## Results and discussion

Linear-response LDA phonons of zincblende InP were obtained at two zone-boundary wave vectors, W and X. Four of the twelve frequencies are held back and predicted from the other eight.

Harmonic phonon frequencies of zincblende InP from ABINIT 10.8.3 linear response at the given cell, with the LDA, PseudoDojo NC SR LDA v0.4.1 standard pseudopotentials, a plane-wave cutoff of 843.553 eV and a shifted 4×4×4 k mesh. Phonon q row 1 is W (0.5, 0.25, 0.75) and 2 is X (0.5, 0, 0.5), in units of the reciprocal lattice vectors.

```
row  phonon q row (row)  phonon frequency (cm⁻¹)
  1                   1                     79.7
  2                   1                     95.5
  3                   1                    153.0
  4                   ?                        ?
  5                   ?                        ?
  6                   ?                        ?
  7                   ?                        ?
  8                   2                     68.0
  9                   2                    174.5
 10                   2                    311.1
 11                   2                    311.1
 12                   2                    317.1
```

### Counting and symmetry

The column "phonon q row" labels the wave vector, 1 for W and 2 for X, and frequencies $\omega$ are in cm⁻¹. Two atoms per cell give six modes per wave vector, listed in rising order. Rows 4 to 6 must then be the three optical modes at W, and row 7 the lowest mode at X. Transverse modes at X come in degenerate pairs, as rows 10 and 11 show for TO, so row 7 is the TA partner of row 8. The lower symmetry of W enforces no pairs.

At X each longitudinal mode moves one sublattice only, In in LA (row 9) and P in LO (row 12). Equal force constants would give LO/LA $=\sqrt{m_{\rm In}/m_{\rm P}}=1.925$, and the table gives 1.817. Mass thus accounts for most of the separation, and the optical modes are mainly motion of the light P atoms.

### What changes from X to W

In units of $2\pi/a$, X is $(0,1,0)$ and W is $(\tfrac12,1,0)$. Summing the phases of the four In–P bonds shows that nearest-neighbour forces alone give the same spectrum at both points. The known rows refute this: the two lowest modes at W lie 11.7 and 27.5 above TA(X), and row 3 lies 21.5 below LA(X). Forces beyond the bond must be present, and the first candidates are the second neighbours, In–In and P–P.

Let $A$ and $B$ be the diagonal terms (force constant over mass, in cm⁻²) of In and P, and $C$ the In–P coupling. At X, $A_L=\omega_{LA}^2$ and $B_L=\omega_{LO}^2$, while TA and TO are the roots of a 2×2 block with $A_T+B_T=\omega_{TA}^2+\omega_{TO}^2$. At W symmetry leaves a lone circular In motion ($A_-$), a lone P motion ($B_-$), and two blocks that couple $x$ motion of one atom to the other circular motion of its partner. With second neighbours the $x$ terms keep their values $A_T$ and $B_T$, and $A_++A_-=A_L+A_T$, likewise for $B$. Stiffness lost by a lone mode is gained by the other circular motion of the same atom, so $\sum\omega^2$ is the same at W and X; In–P forces of any range leave this sum alone.

### Predictions

Row 5 follows from a block trace. Without eigenvectors the assignments are a reasoned choice. Row 3, the nearest to LA(X), is taken as the lone In mode. Row 2 is taken as the lower root of the block {P $x$, In$_+$}, since In dominates the low modes and a stiffer In$_+$ term should lift its block most. The trace is $B_T+A_+=\omega_{TA}^2+\omega_{TO}^2+(\omega_{LA}^2-\omega_3^2)$, so

$$\omega_5^2 = 4624+96783+7041-95.5^2 = 99328,\qquad \omega_5=315.2 .$$

Placing row 1 in this block instead gives 319.5, which sets the bar.

Rows 4 and 6 share the remainder of the sum, but their split needs $A_T$ and $C$ separately. The central choice gives In and P equal transverse force constants, keeps $C$ as at X and fixes $B_+$ from row 1. It has a visible flaw, since it puts row 2 at 101.4, too high by 5.9. Two repairs, refitting $C$ at W or fitting $A_T$ to row 2, pull the split in opposite directions, and the larger shift is taken as the bar.

The forecasts in cm⁻¹ are:

- Row 4, at W: 300 ± 12, below TO(X), with only the top edge of the bar over it.
- Row 5, at W: 315 ± 4.
- Row 6, at W: 325 ± 10, at or above LO(X), with only the low edge of the bar under it.
- Row 7, at X: 68.0 ± 0.1.
- Three distinct optical modes at W with root mean square 313.5 ± 3 (this bar is a guess at longer-range forces), a span wider than the 6.0 at X, and a surviving gap above the acoustic modes.

### Computed values

The withheld rows as computed:

```
row  phonon q row (row)  phonon frequency (cm⁻¹)
  4                   1                    293.0
  5                   1                    314.0
  6                   1                    335.4
  7                   2                     68.0
```

The counting holds for all four rows, and row 7 equals row 8. Row 5 lies 1.2 below its forecast, 0.4 % of the computed value, and the root mean square is 314.6, both inside their bars. The three modes at W are distinct, and the gap above row 3 is 140.0. These results needed symmetry, traces and, for row 5, the assignments, but not how stiffness is shared between In and P.

The split is where the model fails. Row 4 is inside its wide bar but 7.4 low, and row 6 is 10.8 above the unrounded forecast, just outside its bar. The span is 42.4 against 24.1 predicted. The direction was right, with row 4 under TO(X) and row 6 over LO(X), but the size was badly underestimated.

The overshoot on row 2 showed that the central choice was flawed, but not which repair to prefer: fitting $A_T$ cures it too, yet moves rows 4 and 6 the wrong way. Refitting $C$ does better. A stronger coupling pushes the roots of a block apart, and matching row 1 then demands a stiffer $B_+$, hence a softer lone P mode. The variant with $C$ raised from 35678 to 37107 cm⁻², about 4 %, gives 288.8 and 334.9, closer to both rows than the central choice. Bond forces alone give the same $C$ at W and X, while In–P forces of longer range, including the electrostatic ones of a polar crystal, need not. That they raise $C$ here is a guess, because $C$ and $A_T$ trade against each other in the fit.

No choice of split can match both rows, since their squares add to 198342 cm⁻² against 195608 from the model. Over all six modes $\sum\omega^2$ at W exceeds that at X by 0.60 %, while rounding allows about 0.08 %. Theory places the first violation at the fourth shell, whose neighbours along $x$ change phase between the two points. An effect this small could also come from the k mesh, which was not tested.

If row 4 is the lone P mode, it loses 0.56 of the force constant that the lone In mode loses between X and W. Equal losses would have put it at 272.9, so on this assignment the In–In and P–P forces change the stiffness by different amounts between the two points. Absolute frequencies carry a further reservation: the cell was given, not relaxed, and the cutoff was too short for a reliable stress, so its strain relative to the LDA minimum is unknown. Both wave vectors share that cell, which protects the comparison better than the values. The printed output below lists all variants and misses.

Output of the analysis:

```
all frequencies in 1/cm; table rounding 0.05
X: LO/LA 1.817, sqrt(mIn/mP) 1.925, LO from mass scaling 336.0
X: force constant P/In, longitudinal 0.891; LO-TO 6.0; TO-LA 136.6
nearest neighbours only (W = X), W minus X, acoustic: +11.7 +27.5 -21.5
sum w^2 at X (TA twice) 333817, W acoustic 38881, left for W optical 294936 cm^-2
In softening LA(X)^2 - lone In(W)^2 = 7041 cm^-2
block (P x, In+) upper root 315.2; with TA modes swapped 319.5
central, equal constants: A_T 21542, C 35678 cm^-2, kP/kIn 1.00
   lone P 300.4, upper (In x, P+) 324.6, row 2 model 101.4 miss +5.9
C refitted at W: A_T 21542, C 37107 cm^-2, kP/kIn 1.00
   lone P 288.8, upper (In x, P+) 334.9, row 2 model 95.5 miss +0.0
A_T fitted: A_T 36309, C 43774 cm^-2, kP/kIn 0.48
   lone P 308.8, upper (In x, P+) 316.7, row 2 model 95.5 miss +0.0
predictions and computed values
row 4: q row 1 predicted, 1 computed; 300.4 +- 11.6 predicted
   computed 293.0, miss -7.4 (-2.5 %), inside the bar
row 5: q row 1 predicted, 1 computed; 315.2 +- 4.4 predicted
   computed 314.0, miss -1.2 (-0.4 %), inside the bar
row 6: q row 1 predicted, 1 computed; 324.6 +- 10.4 predicted
   computed 335.4, miss +10.8 (+3.2 %), outside the bar
row 7: q row 2 predicted, 2 computed; 68.0 +- 0.1 predicted
   computed 68.0, miss +0.0 (+0.0 %), inside the bar
nearest neighbours only: 311.1 311.1 317.1; misses -18.1 +2.9 +18.3; rms 15.0
equal softening on P and In: 272.9 315.2 348.1; misses +20.1 -1.2 -12.7; rms 13.8
central model: 300.4 315.2 324.6; misses -7.4 -1.2 +10.8; rms 7.6
W optical rms: predicted 313.5 +- 3, computed 314.6, miss +1.1
sum w^2: W 335820, X 333817 cm^-2, W over X +0.60 %
rounding alone allows about 0.08 % in that ratio
rows 4 and 6, sum w^2: predicted 195608, computed 198342 cm^-2
W optical span: predicted 24.1, computed 42.4; spacings 21.0, 21.4
row 4 - TO(X) -18.1; row 6 - LO(X) +18.3; gap at W 140.0
if row 4 is the lone P mode: P/In softening in force constant 0.56
```
